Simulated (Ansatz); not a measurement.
## TiSi2 under changes of volume

One of the cells (14.162 Å³/atom); the others are scaled copies at fixed shape and fractional positions:

```
CELL_PARAMETERS angstrom
-1.47287 1.71213 4.21208
1.47287 -1.71213 4.21208
1.47287 1.71213 -4.21208
ATOMIC_POSITIONS crystal
Ti 0.00000 0.00000 0.00000
Si 0.67008 0.67008 0.00000
Si 0.32992 0.32992 0.00000
```

The cell comes from a database or a generator and needn't be the stable form of this composition.

| Item | Value |
| --- | --- |
| Program | Ansatz 0.2.0 |
| Functional | PBE |
| Potentials or basis | all-electron LAPW, scalar-relativistic |
| Cutoff | 218 eV (chosen from the basis error) |
| Basis error allowed | 0.001 eV/atom |
| k mesh | 12 × 12 × 12 |
| Occupations | fermi-dirac, width 0.05 eV |
| Spin | no spin polarisation |

```tsv
volume (Å³/atom)	energy over the lowest point (meV/atom)	pressure (GPa)	largest force (eV/Å)
13.313	25.99	10.1	0.033
13.596	11.42	6.5	0.016
13.879	2.97	3.2	0.000
14.162	0.00	0.3	0.015
14.446	1.96	-2.4	0.031
14.729	?	?	?
15.012	18.73	-6.9	0.060
```

Question: What does the run at 14.729 Å³/atom give?

Answer: Energy over the lowest point 8.36 meV/atom; pressure -4.8 GPa; largest force 0.046 eV/Å.

Worked out: A Birch-Murnaghan fit of order 3 (a polynomial in V^(-2/3)) to the other rows has its minimum at 14.19 Å³/atom with B0 = V·E''(V) = 138 GPa and B' = 4.4 at fixed shape and positions, which overstates the stiffness. It gives 8.36 meV/atom at 14.729 Å³/atom, against the run's 8.36, and -dE/dV = -4.8 GPa, against -4.8.

Energies are extrapolated to zero smearing.
